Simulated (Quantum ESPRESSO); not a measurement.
# MnO (Fm-3m) in Quantum ESPRESSO: further runs

The runs below take MnO through single point, equation of state, with PBEsol.

Everything below comes from runs of Quantum ESPRESSO 7.5. Logs are shortened: lines on timing, memory, paths and dates and some standing lists are left out, and cuts for length are marked.

## Step 1: The crystal as given

Symmetry: Fm-3m, No. 225, cubic system. The conventional cell has a = 4.448 Å, b = 4.448 Å, c = 4.448 Å, α = 90.00°, β = 90.00°, γ = 90.00°. Mn (site symmetry m-3m) has 6 O at 2.22 Å as nearest neighbours. O (site symmetry m-3m) is surrounded by 6 Mn at 2.22 Å.

The cell is a database's computed one.

## Step 2: Single point, PBEsol, collinear spin, ferromagnetic start, 10.34 Å³/atom

Contents of pw.in:

```
&CONTROL
  calculation = 'scf'
  prefix = 'pwscf'
  outdir = './tmp'
  pseudo_dir = './pseudo'
  tstress = .true.
  disk_io = 'nowf'
/
&SYSTEM
  ibrav = 0
  nat = 2
  ntyp = 2
  ecutwfc = 45
  ecutrho = 360
  nbnd = 20
  occupations = 'smearing'
  smearing = 'fd'
  degauss = 0.00367493
  nspin = 2
  starting_magnetization(1) = 0.2667
  starting_magnetization(2) = 0
/
&ELECTRONS
  conv_thr = 4d-10
  electron_maxstep = 120
  mixing_beta = 0.3
/
ATOMIC_SPECIES
Mn    54.9380 mn_pbesol_v1.5.uspp.F.UPF
O     15.9990 o_pbesol_v1.2.uspp.F.UPF
CELL_PARAMETERS angstrom
   0.0000000000    2.1785090927    2.1785090927
   2.1785090927    0.0000000000    2.1785090927
   2.1785090927    2.1785090927    0.0000000000
ATOMIC_POSITIONS crystal
Mn     0.0000000000    0.0000000000    0.0000000000
O      0.5000000000    0.5000000000    0.5000000000
K_POINTS automatic
10 10 10 0 0 0
```

Potentials or basis: GBRV 1.5 PBEsol.

Launch:

```bash
$ OMP_NUM_THREADS=1 mpirun -n 2 pw.x -nk 2 -in pw.in > pw.out
```

pw.out:

```text
This program is part of the open-source Quantum ESPRESSO suite
     for quantum simulation of materials; please cite
         "P. Giannozzi et al., J. Phys.:Condens. Matter 21 395502 (2009);
         "P. Giannozzi et al., J. Phys.:Condens. Matter 29 465901 (2017);
         "P. Giannozzi et al., J. Chem. Phys. 152 154105 (2020);
     in publications or presentations arising from this work. More details at

     Message from routine setup:
     using ibrav=0 with symmetry is DISCOURAGED, use correct ibrav instead

     K-points division:     npool     =       2
     Subspace diagonalization in iterative solution of the eigenvalue problem:
     a serial algorithm will be used

     G-vector sticks info
     --------------------
     sticks:   dense  smooth     PW     G-vecs:    dense   smooth      PW
     Sum         847     421    139                16145     5769    1067

     Using Slab Decomposition

     bravais-lattice index     =            0
     lattice parameter (alat)  =       5.8220  a.u.
     unit-cell volume          =     139.5419 (a.u.)^3
     number of atoms/cell      =            2
     number of atomic types    =            2
     number of electrons       =        21.00
     number of Kohn-Sham states=           20
     kinetic-energy cutoff     =      45.0000  Ry
     charge density cutoff     =     360.0000  Ry
     scf convergence threshold =      4.0E-10
     mixing beta               =       0.3000
     number of iterations used =            8  plain     mixing
     Exchange-correlation= SLA  PW   PSX  PSC
                           (   1   4  10   8   0   0   0)

     celldm(1)=   5.822014  celldm(2)=   0.000000  celldm(3)=   0.000000
     celldm(4)=   0.000000  celldm(5)=   0.000000  celldm(6)=   0.000000

     crystal axes: (cart. coord. in units of alat)
               a(1) = (   0.000000   0.707107   0.707107 )
               a(2) = (   0.707107   0.000000   0.707107 )
               a(3) = (   0.707107   0.707107   0.000000 )

     reciprocal axes: (cart. coord. in units 2 pi/alat)
               b(1) = ( -0.707107  0.707107  0.707107 )
               b(2) = (  0.707107 -0.707107  0.707107 )
               b(3) = (  0.707107  0.707107 -0.707107 )

     PseudoPot. # 1 for Mn read from file:
     mn_pbesol_v1.5.uspp.F.UPF
     Pseudo is Ultrasoft + core correction, Zval = 15.0
     Generated by new atomic code, or converted to UPF format
     Using radial grid of  859 points,  6 beta functions with:
                l(1) =   0
                l(2) =   0
                l(3) =   1
                l(4) =   1
                l(5) =   2
                l(6) =   2
     Q(r) pseudized with  8 coefficients,  rinner =    0.950   0.950   0.950
                                                       0.950   0.950

     PseudoPot. # 2 for O  read from file:
     o_pbesol_v1.2.uspp.F.UPF
     Pseudo is Ultrasoft + core correction, Zval =  6.0
     Generated by new atomic code, or converted to UPF format
     Using radial grid of  737 points,  5 beta functions with:
                l(1) =   0
                l(2) =   0
                l(3) =   1
                l(4) =   1
                l(5) =   2
     Q(r) pseudized with  8 coefficients,  rinner =    0.900   0.900   0.900
                                                       0.900   0.900

     atomic species   valence    mass     pseudopotential
     Mn               15.00    54.93800     Mn( 1.00)
     O                 6.00    15.99900     O ( 1.00)

     Starting magnetic structure
     atomic species   magnetization
     Mn              0.267
     O               0.000

     48 Sym. Ops., with inversion, found

   Cartesian axes

     site n.     atom                  positions (alat units)
         1        Mn     tau(   1) = (   0.0000000   0.0000000   0.0000000  )
         2        O      tau(   2) = (   0.7071068   0.7071068   0.7071068  )

     number of k points=    47  Fermi-Dirac smearing, width (Ry)=  0.0037
                       cart. coord. in units 2pi/alat
        k(    1) = (   0.0000000   0.0000000   0.0000000), wk =   0.0010000
        k(    2) = (   0.0707107   0.0707107  -0.0707107), wk =   0.0080000
        k(    3) = (   0.1414214   0.1414214  -0.1414214), wk =   0.0080000
        k(    4) = (   0.2121320   0.2121320  -0.2121320), wk =   0.0080000
        k(    5) = (   0.2828427   0.2828427  -0.2828427), wk =   0.0080000
        k(    6) = (  -0.3535534  -0.3535534   0.3535534), wk =   0.0040000
[... 39 lines left out ...]
        k(   46) = (  -0.0707107  -0.3535534   0.6363961), wk =   0.0240000
        k(   47) = (  -0.7071068   0.2828427   0.0000000), wk =   0.0120000

     Dense  grid:    16145 G-vectors     FFT dimensions: (  36,  36,  36)

     Smooth grid:     5769 G-vectors     FFT dimensions: (  25,  25,  25)

     Check: negative core charge=   -0.000018
     Generating pointlists ...
     new r_m :   0.2917 (alat units)  1.6982 (a.u.) for type    1
[... 65 lines left out ...]
    29.4087  31.7010  33.7542  33.7542

          k = 0.2121 0.2121-0.2121 (   712 PWs)   bands (ev):
[... 155 lines left out ...]
          k = 0.0000-0.5657 0.5657 (   710 PWs)   bands (ev):

   -67.0392 -35.9626 -35.9384 -35.9212  -5.3156   6.9277   7.6370   8.5002
    10.9077  12.2856  12.4340  12.7745  13.0821  20.6167  22.3655  23.3183
    28.1093  29.7207  37.1478  40.2354

          k =-0.7071 0.0000 0.0000 (   724 PWs)   bands (ev):

   -67.0390 -35.9711 -35.9260 -35.9260  -5.3882   6.7552   9.0873   9.0873
     9.8896  12.1141  12.3949  12.3949  12.5744  19.6529  22.3249  24.8962
    28.4480  28.4480  39.3873  40.8342

          k = 0.2828 0.1414 0.0000 (   713 PWs)   bands (ev):

   -67.0463 -35.9318 -35.9091 -35.9015  -5.9137   7.2382   8.6878   8.9338
    11.0817  11.8604  12.0812  12.3162  13.5313  17.2295  25.1535  26.7133
    29.2658  30.3299  34.9869  36.4685

          k = 0.3536 0.2121-0.0707 (   714 PWs)   bands (ev):

   -67.0438 -35.9502 -35.9158 -35.9047  -5.6308   6.5725   8.1362   8.3973
    11.3367  12.0152  12.2766  12.8442  14.1290  18.3257  23.7653  25.4082
    28.1304  31.4172  35.9152  36.4720

          k =-0.2828-0.4243 0.5657 (   709 PWs)   bands (ev):

   -67.0418 -35.9657 -35.9193 -35.9084  -5.3881   6.0691   7.7490   8.0062
    11.6515  12.1018  12.4041  13.4606  14.3832  19.1200  22.6046  24.8269
    27.2340  32.7271  35.5955  36.6711

          k =-0.2121-0.3536 0.4950 (   714 PWs)   bands (ev):
[... 65 lines left out ...]
          k =-0.0707-0.3536 0.6364 (   712 PWs)   bands (ev):

   -67.0393 -35.9536 -35.9444 -35.9227  -5.2714   6.9605   7.3960   7.8447
    11.8283  11.9011  12.4123  12.6910  13.6554  21.8194  22.0616  22.9746
    26.2339  33.1027  33.5233  41.2320

          k =-0.7071 0.2828 0.0000 (   712 PWs)   bands (ev):

   -67.0390 -35.9555 -35.9415 -35.9267  -5.2796   7.1268   7.6478   7.7511
    11.5533  12.1305  12.3957  12.4624  13.4303  21.4328  22.5278  23.1172
    26.0711  31.9653  34.8021  40.9151

 ------ SPIN DOWN ----------

          k = 0.0000 0.0000 0.0000 (   725 PWs)   bands (ev):

   -62.3249 -31.2727 -31.2727 -31.2727  -5.9975  10.6084  10.6084  10.6084
    14.8294  14.8294  14.8294  15.2113  15.5509  15.5509  28.8849  32.4441
    32.4441  32.4441  37.1235  37.1235

          k = 0.0707 0.0707-0.0707 (   712 PWs)   bands (ev):

   -62.3238 -31.2831 -31.2739 -31.2739  -5.9024   9.9755  10.3922  10.3922
    14.8910  14.9609  14.9609  15.8244  15.8244  15.8381  28.3036  32.1495
    32.1495  32.4911  35.9498  35.9498

          k = 0.1414 0.1414-0.1414 (   718 PWs)   bands (ev):

   -62.3210 -31.3106 -31.2770 -31.2770  -5.6439   8.7177   9.9121   9.9121
    15.0602  15.2904  15.2904  16.4907  16.4907  17.1151  26.7975  31.0077
    31.0077  33.0003  35.4499  35.4499

          k = 0.2121 0.2121-0.2121 (   712 PWs)   bands (ev):
[... 155 lines left out ...]
          k = 0.0000-0.5657 0.5657 (   710 PWs)   bands (ev):

   -62.3102 -31.3575 -31.3274 -31.3050  -4.8815   7.5824   8.4670   9.3161
    14.0857  16.5233  16.5533  16.6878  16.8672  22.4148  23.4151  25.0338
    29.5457  31.2399  38.0296  41.5761

          k =-0.7071 0.0000 0.0000 (   724 PWs)   bands (ev):

   -62.3101 -31.3683 -31.3112 -31.3112  -4.9489   7.3491   9.5705   9.5705
    13.0649  16.2101  16.5305  16.7045  16.7045  21.5681  23.2363  26.9307
    29.8476  29.8476  40.8205  41.8349

          k = 0.2828 0.1414 0.0000 (   713 PWs)   bands (ev):

   -62.3188 -31.3199 -31.2901 -31.2805  -5.4666   8.1291   9.6900   9.7863
    14.5825  15.7235  15.8631  15.9517  16.7192  18.6693  26.6897  28.3735
    30.9637  31.7726  36.1577  38.0915

          k = 0.3536 0.2121-0.0707 (   714 PWs)   bands (ev):

   -62.3158 -31.3433 -31.2984 -31.2843  -5.1931   7.4498   9.2015   9.3738
    14.8532  15.9815  16.1847  16.4115  17.4156  19.6488  25.3575  27.0119
    29.6976  32.8377  37.2129  37.9281

          k =-0.2828-0.4243 0.5657 (   709 PWs)   bands (ev):

   -62.3134 -31.3631 -31.3027 -31.2888  -4.9594   6.9391   8.7969   9.0994
    15.3090  16.2007  16.2573  16.9700  17.8013  20.4015  24.1732  26.3603
    28.6875  34.0947  36.9536  38.0023

          k =-0.2121-0.3536 0.4950 (   714 PWs)   bands (ev):
[... 65 lines left out ...]
          k =-0.0707-0.3536 0.6364 (   712 PWs)   bands (ev):

   -62.3104 -31.3465 -31.3344 -31.3072  -4.8411   7.7589   8.1759   8.7905
    15.4483  15.4929  16.5957  16.6551  17.3586  23.4401  23.5117  24.4149
    27.7245  34.3494  34.7898  42.1788

          k =-0.7071 0.2828 0.0000 (   712 PWs)   bands (ev):

   -62.3101 -31.3485 -31.3308 -31.3126  -4.8476   7.8272   8.4238   8.6751
    14.8514  15.9112  16.4735  16.7061  17.1962  23.1969  23.7499  24.6628
    27.5758  33.3200  35.9328  42.2874

     the Fermi energy is    14.3638 ev

!    total energy              =    -243.33432900 Ry
     estimated scf accuracy    <          2.1E-10 Ry
     smearing contrib. (-TS)   =      -0.00075136 Ry
     internal energy E=F+TS    =    -243.33357765 Ry

     The total energy is F=E-TS. E is the sum of the following terms:
     one-electron contribution =    -104.07837022 Ry
     hartree contribution      =      63.65427073 Ry
     xc contribution           =     -33.74825938 Ry
     ewald contribution        =    -169.16121879 Ry

     total magnetization       =     4.56 Bohr mag/cell
     absolute magnetization    =     4.56 Bohr mag/cell

     convergence has been achieved in  11 iterations

     Computing stress (Cartesian axis) and pressure

     negative rho (up, down):  0.000E+00 2.318E-04
          total   stress  (Ry/bohr**3)                   (kbar)     P=      -15.18
  -0.00010316  -0.00000000  -0.00000000          -15.18       -0.00       -0.00
  -0.00000000  -0.00010316  -0.00000000           -0.00      -15.18       -0.00
  -0.00000000  -0.00000000  -0.00010316           -0.00       -0.00      -15.18

=------------------------------------------------------------------------------=
   JOB DONE.
=------------------------------------------------------------------------------=
```

Run time: 6.9 s. Hardware: 2 MPI ranks of Intel Xeon 6975P-C (Granite Rapids), shared host; peak memory 0.18 GiB.

Results:

```yaml
Free_energy: -3310.7322 eV
Pressure: -1.5 GPa
Band_gap_on_the_k_mesh: none (metal or under the smearing width)
Net_moment: 4.56 μB per cell
Absolute_moment: 4.56 μB per cell
Site_moments: Mn +3.86; O +0.21 μB
Valence_electrons_inside_the_program's_atomic_spheres: Mn 12.53; O 5.86
```

Caveat: a cell with one magnetic atom can't hold antiferromagnetic order, which such compounds often take; semilocal functionals often make such compounds metallic where correlation or magnetic order opens a gap, which also shifts bond lengths.

## Step 3: Single point, PBEsol, collinear spin, ferromagnetic start, 10.56 Å³/atom

pw.in: that of step 2 with these lines changed.

```diff
@@ -31,5 +31,5 @@
 CELL_PARAMETERS angstrom
-   0.0000000000    2.1785090927    2.1785090927
-   2.1785090927    0.0000000000    2.1785090927
-   2.1785090927    2.1785090927    0.0000000000
+   0.0000000000    2.1938512115    2.1938512115
+   2.1938512115    0.0000000000    2.1938512115
+   2.1938512115    2.1938512115    0.0000000000
 ATOMIC_POSITIONS crystal
```

Potentials or basis: GBRV 1.5 PBEsol.

Launch:

```bash
$ OMP_NUM_THREADS=1 mpirun -n 2 pw.x -nk 2 -in pw.in > pw.out
```

Run time: 7.5 s. Hardware: 2 MPI ranks of Intel Xeon 6975P-C (Granite Rapids), shared host; peak memory 0.18 GiB.

It converged, with:

```yaml
Free_energy: -3310.7261 eV
Pressure: -3.6 GPa
Band_gap_on_the_k_mesh: none (metal or under the smearing width)
Net_moment: 4.63 μB per cell
Absolute_moment: 4.63 μB per cell
Site_moments: Mn +3.92; O +0.22 μB
Valence_electrons_inside_the_program's_atomic_spheres: Mn 12.55; O 5.88
```

Caveat: a cell with one magnetic atom can't hold antiferromagnetic order, which such compounds often take; semilocal functionals often make such compounds metallic where correlation or magnetic order opens a gap, which also shifts bond lengths.

## Step 4: Single point, PBEsol, collinear spin, ferromagnetic start, 10.78 Å³/atom

pw.in: that of step 3 with these lines changed.

```diff
@@ -31,5 +31,5 @@
 CELL_PARAMETERS angstrom
-   0.0000000000    2.1938512115    2.1938512115
-   2.1938512115    0.0000000000    2.1938512115
-   2.1938512115    2.1938512115    0.0000000000
+   0.0000000000    2.2089816980    2.2089816980
+   2.2089816980    0.0000000000    2.2089816980
+   2.2089816980    2.2089816980    0.0000000000
 ATOMIC_POSITIONS crystal
```

Launch:

```bash
$ OMP_NUM_THREADS=1 mpirun -n 2 pw.x -nk 2 -in pw.in > pw.out
```

It took 7.7 s on 2 MPI ranks of Intel Xeon 6975P-C (Granite Rapids), shared host; peak memory 0.18 GiB.

The run converged. Its results:

```yaml
Free_energy: -3310.7147 eV
Pressure: -5.1 GPa
Band_gap_on_the_k_mesh: none (metal or under the smearing width)
Net_moment: 4.72 μB per cell
Absolute_moment: 4.72 μB per cell
Site_moments: Mn +3.99; O +0.23 μB
Valence_electrons_inside_the_program's_atomic_spheres: Mn 12.57; O 5.90
```

Caveat: a cell with one magnetic atom can't hold antiferromagnetic order, which such compounds often take; semilocal functionals often make such compounds metallic where correlation or magnetic order opens a gap, which also shifts bond lengths.

## Step 5: Single point, PBEsol, collinear spin, ferromagnetic start, 11.00 Å³/atom

pw.in: that of step 4 with these lines changed.

```diff
@@ -31,5 +31,5 @@
 CELL_PARAMETERS angstrom
-   0.0000000000    2.2089816980    2.2089816980
-   2.2089816980    0.0000000000    2.2089816980
-   2.2089816980    2.2089816980    0.0000000000
+   0.0000000000    2.2239077028    2.2239077028
+   2.2239077028    0.0000000000    2.2239077028
+   2.2239077028    2.2239077028    0.0000000000
 ATOMIC_POSITIONS crystal
```

Launch:

```bash
$ OMP_NUM_THREADS=1 mpirun -n 2 pw.x -nk 2 -in pw.in > pw.out
```

Wall time 7.2 s (2 MPI ranks of Intel Xeon 6975P-C (Granite Rapids), shared host); peak memory 0.18 GiB.

It converged, with:

* Free energy: -3310.6994 eV
* Pressure: -6.9 GPa
* Band gap on the k mesh: none (metal or under the smearing width)
* Net moment: 4.78 μB per cell
* Absolute moment: 4.78 μB per cell
* Site moments: Mn +4.05; O +0.23 μB
* Valence electrons inside the program's atomic spheres: Mn 12.59; O 5.91

Caveat: a cell with one magnetic atom can't hold antiferromagnetic order, which such compounds often take; semilocal functionals often make such compounds metallic where correlation or magnetic order opens a gap, which also shifts bond lengths.

## Step 6: Single point, PBEsol, collinear spin, ferromagnetic start, 11.22 Å³/atom

pw.in: that of step 5 with these lines changed.

```diff
@@ -31,5 +31,5 @@
 CELL_PARAMETERS angstrom
-   0.0000000000    2.2239077028    2.2239077028
-   2.2239077028    0.0000000000    2.2239077028
-   2.2239077028    2.2239077028    0.0000000000
+   0.0000000000    2.2386359976    2.2386359976
+   2.2386359976    0.0000000000    2.2386359976
+   2.2386359976    2.2386359976    0.0000000000
 ATOMIC_POSITIONS crystal
```

Potentials or basis: GBRV 1.5 PBEsol.

Launch:

```bash
$ OMP_NUM_THREADS=1 mpirun -n 2 pw.x -nk 2 -in pw.in > pw.out
```

Wall time 8.2 s (2 MPI ranks of Intel Xeon 6975P-C (Granite Rapids), shared host); peak memory 0.18 GiB.

The run converged. Its results:

```yaml
Free_energy: -3310.6782 eV
Pressure: -9.2 GPa
Band_gap_on_the_k_mesh: none (metal or under the smearing width)
Net_moment: 4.81 μB per cell
Absolute_moment: 4.81 μB per cell
Site_moments: Mn +4.08; O +0.23 μB
Valence_electrons_inside_the_program's_atomic_spheres: Mn 12.61; O 5.93
```

Caveat: a cell with one magnetic atom can't hold antiferromagnetic order, which such compounds often take; semilocal functionals often make such compounds metallic where correlation or magnetic order opens a gap, which also shifts bond lengths.

## Step 7: Single point, PBEsol, collinear spin, ferromagnetic start, 11.44 Å³/atom

pw.in: that of step 6 with these lines changed.

```diff
@@ -31,5 +31,5 @@
 CELL_PARAMETERS angstrom
-   0.0000000000    2.2386359976    2.2386359976
-   2.2386359976    0.0000000000    2.2386359976
-   2.2386359976    2.2386359976    0.0000000000
+   0.0000000000    2.2531730023    2.2531730023
+   2.2531730023    0.0000000000    2.2531730023
+   2.2531730023    2.2531730023    0.0000000000
 ATOMIC_POSITIONS crystal
```

Launch:

```bash
$ OMP_NUM_THREADS=1 mpirun -n 2 pw.x -nk 2 -in pw.in > pw.out
```

Run time: 8.3 s. Hardware: 2 MPI ranks of Intel Xeon 6975P-C (Granite Rapids), shared host; peak memory 0.2 GiB.

It converged, with:

```
Free energy                                           : -3310.6511 eV
Pressure                                              : -11.1 GPa
Band gap on the k mesh                                : none (metal or under the smearing width)
Net moment                                            : 4.84 μB per cell
Absolute moment                                       : 4.84 μB per cell
Site moments                                          : Mn +4.11; O +0.23 μB
Valence electrons inside the program's atomic spheres : Mn 12.63; O 5.95
```

Caveat: a cell with one magnetic atom can't hold antiferromagnetic order, which such compounds often take; semilocal functionals often make such compounds metallic where correlation or magnetic order opens a gap, which also shifts bond lengths.

## Step 8: Single point, PBEsol, collinear spin, ferromagnetic start, 11.66 Å³/atom

pw.in: that of step 7 with these lines changed.

```diff
@@ -31,5 +31,5 @@
 CELL_PARAMETERS angstrom
-   0.0000000000    2.2531730023    2.2531730023
-   2.2531730023    0.0000000000    2.2531730023
-   2.2531730023    2.2531730023    0.0000000000
+   0.0000000000    2.2675248097    2.2675248097
+   2.2675248097    0.0000000000    2.2675248097
+   2.2675248097    2.2675248097    0.0000000000
 ATOMIC_POSITIONS crystal
```

Launch:

```bash
$ OMP_NUM_THREADS=1 mpirun -n 2 pw.x -nk 2 -in pw.in > pw.out
```

It took 8.5 s on 2 MPI ranks of Intel Xeon 6975P-C (Granite Rapids), shared host; peak memory 0.2 GiB.

The run converged. Its results:

```yaml
Free_energy: -3310.6195 eV
Pressure: -12.5 GPa
Band_gap_on_the_k_mesh: none (metal or under the smearing width)
Net_moment: 4.88 μB per cell
Absolute_moment: 4.88 μB per cell
Site_moments: Mn +4.15; O +0.23 μB
Valence_electrons_inside_the_program's_atomic_spheres: Mn 12.65; O 5.96
```

Caveat: a cell with one magnetic atom can't hold antiferromagnetic order, which such compounds often take; semilocal functionals often make such compounds metallic where correlation or magnetic order opens a gap, which also shifts bond lengths.

## Step 9: Equation of state, PBEsol, collinear spin, ferromagnetic start

Potentials or basis: GBRV 1.5 PBEsol.

This step only gathers the single runs of the series.

What came out:

| Quantity | Value |
| --- | --- |
| Equilibrium volume | 10.10 Å³/atom (rough: see the caveat) |
| Bulk modulus | 58 GPa (rough) |

Energy against volume, from the lowest point:
| volume (Å³/atom) | energy (meV/atom) |
| --- | --- |
| 10.339 | 0.00 |
| 10.559 | 3.05 |
| 10.779 | 8.74 |
| 10.999 | 16.39 |
| 11.219 | 26.99 |
| 11.439 | 40.56 |
| 11.659 | 56.36 |

Caveat: the fit is doubtful: noisy points or a state that changes with volume; the minimum lies outside the volumes run.
